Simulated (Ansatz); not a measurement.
## CsSnI3: settings compared (Ansatz)

Input:

```yaml
crystal:
  lattice:
    - [4.292262, 2.478134, 3.632364]
    - [-4.292262, 2.478134, 3.632364]
    - [0.0, -4.956278, 3.632364]
  atoms:
    - { symbol: I, position: [0.50693, 0.99874, 0.50693] }
    - { symbol: I, position: [0.50693, 0.50693, 0.99874] }
    - { symbol: I, position: [0.99874, 0.50693, 0.50693] }
    - { symbol: Cs, position: [0.01, 0.01, 0.01] }
    - { symbol: Sn, position: [0.53943, 0.53943, 0.53943] }
  symmetry: { tolerance: 0.0003 }
kpoints:
  mp_grid: { grid: [3, 3, 3], shift: [0, 0, 0] }
magnetization:
  spin_polarized: false
scf:
  occupations: { method: fermi_dirac }
hamiltonian:
  pseudopotentials: { kind: paw }
  xc: pbesol
basis:
  ecutwfc: 420
output:
  forces: true
  stress: true
  eigenvalues: true
relax:
  max_steps: 40
  cell: {}
```

Launch command:

```bash
ansatz run input.yaml --threads 1 --pin off --max-ram 2560MiB --backend cpu --events-out ev --progress --plain --runs-dir out
```

Origin of the cell: a known structure type with other elements, at an estimated volume, so it need not be a known compound.

The smearing width isn't typed, so it takes its default of 0.1 eV.

Output of this run (shortened):

```
Warning: crystal.lattice misses the space group found at crystal.symmetry.tolerance 3.0e-4 in a digit that the deck types, which is why this is a warning: making the lattice exact moves one o […]
Pseudopotentials: kind: paw
Pseudopotential: I, paw, valence charge 17, recommended cutoff 420 eV (normal), I.paw.azcp
Pseudopotential: Cs, paw, valence charge 9, recommended cutoff 420 eV (normal), Cs.paw.azcp
Pseudopotential: Sn, paw, valence charge 14, recommended cutoff 420 eV (normal), Sn.paw.azcp
Functional definition: PBEsol
  exchange = pbesol_x
  correlation = pbesol_c
Crystal: 5 atoms, lattice volume = 231.821 Å³
Basis set: ecut = 420 eV, 4537 PW (Γ), exchange–correlation on 90×90×90 points (8 copies of the dense FFT grid, shifted against one another)
Bands: 45, of which v1, the nominal top of the filled ones, is band 37 counted from 1 (36 counted from 0)
Symmetry: 6 space group operations
Space group: R3m (ITA 160), of the structure as read, at distance tolerance 1.8e-3 Å
k-points: 6 of 27 (time reversal used)
[… 9 lines left out …]
Initial density: superposition of atomic densities (neutral atoms: chi_scale 0, normalization atom), corrected by the library's trained network
Functional: x = pbesol(κ = 0.804, μ = 0.123457), c = pbesol(β = 0.046)
SCF iter   1: F=—  HF=-33837.084988 eV  Δρ=2.14e-3  dr2=1.72e-2
SCF iter   2: F=—  HF=-33837.079186 eV  Δρ=1.28e-3  dr2=4.17e-3
SCF iter   3: F=—  HF=-33837.079285 eV  Δρ=4.40e-4  dr2=4.59e-4
SCF iter   4: F=—  HF=-33837.079067 eV  Δρ=1.63e-4  dr2=6.78e-5
SCF iter   5: F=—  HF=-33837.079092 eV  Δρ=3.94e-5  dr2=3.79e-6
SCF iter   6: F=—  HF=-33837.079092 eV  Δρ=1.34e-5  dr2=8.38e-7
SCF iter   7: F=-33837.079093 eV  HF=-33837.079093 eV  Δρ=3.98e-6  dr2=4.76e-8
relax step   1: F+E_penalty+E_count = -33837.079093 eV  Δ(F+E_penalty+E_count) = +0.000e0 eV  max|allowed force component| = 1.178e0 eV/Å  Δτ_max = 0.0000 Å  P = +0.616 GPa  Ω = 231.821 Å³  ( […]
relax step   2: F+E_penalty+E_count = -33837.214625 eV  Δ(F+E_penalty+E_count) = -1.355e-1 eV  max|allowed force component| = 5.791e-1 eV/Å  Δτ_max = 0.0658 Å  P = -0.126 GPa  Ω = 232.155 Å³ […]
relax step   3: F+E_penalty+E_count = -33837.282005 eV  Δ(F+E_penalty+E_count) = -6.738e-2 eV  max|allowed force component| = 2.329e-1 eV/Å  Δτ_max = 0.1232 Å  P = -0.183 GPa  Ω = 228.751 Å³ […]
relax step   4: F+E_penalty+E_count = -33837.302547 eV  Δ(F+E_penalty+E_count) = -2.054e-2 eV  max|allowed force component| = 8.231e-4 eV/Å  Δτ_max = 0.1189 Å  P = +0.063 GPa  Ω = 224.915 Å³ […]
relax step   5: F+E_penalty+E_count = -33837.303551 eV  Δ(F+E_penalty+E_count) = -1.004e-3 eV  max|allowed force component| = 4.904e-3 eV/Å  Δτ_max = 0.0039 Å  P = +0.025 GPa  Ω = 225.359 Å³ […]
relax step   6: F+E_penalty+E_count = -33837.304395 eV  Δ(F+E_penalty+E_count) = -8.437e-4 eV  max|allowed force component| = 1.923e-2 eV/Å  Δτ_max = 0.0094 Å  P = -0.001 GPa  Ω = 225.679 Å³ […]
relax step   7: F+E_penalty+E_count = -33837.304598 eV  Δ(F+E_penalty+E_count) = -2.036e-4 eV  max|allowed force component| = 1.001e-3 eV/Å  Δτ_max = 0.0080 Å  P = +0.001 GPa  Ω = 225.642 Å³ […]
relax step   8: F+E_penalty+E_count = -33837.303995 eV  Δ(F+E_penalty+E_count) = +6.032e-4 eV  max|allowed force component| = 9.944e-4 eV/Å  Δτ_max = 0.0000 Å  P = -0.000 GPa  Ω = 225.642 Å³  stress off target by 3.59e-4 GPa […]
SCF 8 converged in 6 iterations: F = -33837.303995 eV  dr2 = 3.34e-12
basis re-selected at this cell: Δ(F+E_penalty+E_count) = +6.032e-4 eV, ΔP = -0.001 GPa vs the last step (what re-selecting the basis moved, of the pressure what is left beyond the Pulay corre […]
SCF converged after 6 iterations
Free energy (F): -33837.303995 eV
Harris-Foulkes:  -33837.303995 eV  (|F-HF|=0.00e0)
Internal energy: -33837.303994 eV  (E = F + TS)
E sigma→0 (E₀):  -33837.303995 eV
Entropy (-TS):   -0.000001 eV (-0.000 meV/atom)
Fermi energy:    5.811782 eV
--- Per-component energies (eV) ---
  E_band       = -1393.439106
  E_kinetic    = 895.584751
  E_local      = -8632.976889  (includes V_loc(G=0)·N_el)
  E_nonlocal   = -266.513710
  E_hartree    = 4420.386773
  E_xc         = -934.193503
  E_vxc        = -608.852161  (∫ρ·V_xc dr)
  E_paw        = -23254.630933  (= ΣΔE_a)
  E_vpaw       = -1621.454781  (= ΣTr[D̂ρ^β])
  E_aug_tail   = 0.000053  (compensation charges beyond the density's cutoff)
  E_ewald      = -6066.625963
  E_core_change = 1.665426  (= ΣΔE_core)
  E_smearing   = -0.000001  (= −TS)
  Σ components = -33837.303995   (vs F -33837.303995, Δ=0.00e0)
--- Forces (eV/Å), atoms counted from 1 ---
  atom   1  I      0.000325    -0.000188     0.000453
  atom   2  I     -0.000000     0.000375     0.000453
  atom   3  I     -0.000325    -0.000188     0.000453
  atom   4  Cs     0.000000     0.000000    -0.000995
  atom   5  Sn    -0.000000     0.000000    -0.000364
  max |Σ_I F_I| component: 1.19e-6 eV/Å
--- Stress (GPa, compression-positive) ---
       -0.000238       0.000000       0.000000
        0.000000      -0.000238      -0.000000
        0.000000      -0.000000       0.000359
  P = ⅓ Tr σ = -0.0000 GPa (-0.000 kbar)
--- Relaxed structure (7 steps of the walk, 7 accepted, 1 SCFs on fresh bases) ---
  F+E_penalty+E_count = -33837.303995 eV   max|allowed force component| = 9.944e-4 eV/Å   (the final SCF, on the basis selected at the relaxed cell)
  cell:  # Å, volume = 225.6418 Å³
    - [4.304899, 2.485433, 3.514822]
    - [-4.304899, 2.485433, 3.514822]
    - [0.0, -4.970870, 3.514818]
  atoms:
    - { symbol: I, position: [0.512058, 1.012168, 0.512058] }
    - { symbol: I, position: [0.512058, 0.512058, 1.012168] }
    - { symbol: I, position: [1.012168, 0.512058, 0.512058] }
    - { symbol: Cs, position: [0.013543, 0.013543, 0.013543] }
    - { symbol: Sn, position: [0.512203, 0.512203, 0.512203] }
```

The same input was run again with these changes:

1. `hamiltonian.xc` pbesol → r2scan
2. `hamiltonian.xc` pbesol → revpbe; `basis.ecutwfc` 420 → "36.7 Ry"; `kpoints.mp_grid.grid` [3, 3, 3] → [4, 4, 4]
3. `scf.convergence.dr2_threshold` default → 1.0e-11; `scf.mixing.algorithm` default → broyden; `scf.mixing.beta` default → 0.3
4. `total_charge` default → 4; `scf.max_iter` default → 100

```tsv
run	end	SCF iterations	volume (Å³/atom)	max force component (eV/Å)	moment (μB)	ΔE(σ→0) (meV/atom)
base	converged	47	45.13	0.001	–	0
1	converged	38	47.19	0.002	–	–
2	converged	133	59.27	0.001	–	–
3	converged	94	45.13	0.001	–	0.00
4	converged	184	73.96	0.003	–	–
```

Energies are compared only where functional, datasets, charge and starting cell are the same.

Not properties of the system: run 4 (a charge that the system can't hold).

Caveats of the base run: no spin-orbit coupling, though heavy elements are present; the relaxation held the start's symmetry, so the end may be a saddle point.

Run 1: the cutoff lies below the datasets' advice.
Run 2: forces of this functional can be a tenth off on datasets made under PBE.
Run 4: charged cell with a uniform background, whose pressure depends on convention; the k mesh is coarse if the cell is a metal.

The base run ran for 49 s on 1 thread of Arm Neoverse V2 (shared host), peak memory 0.45 GiB, from the program's own first density.
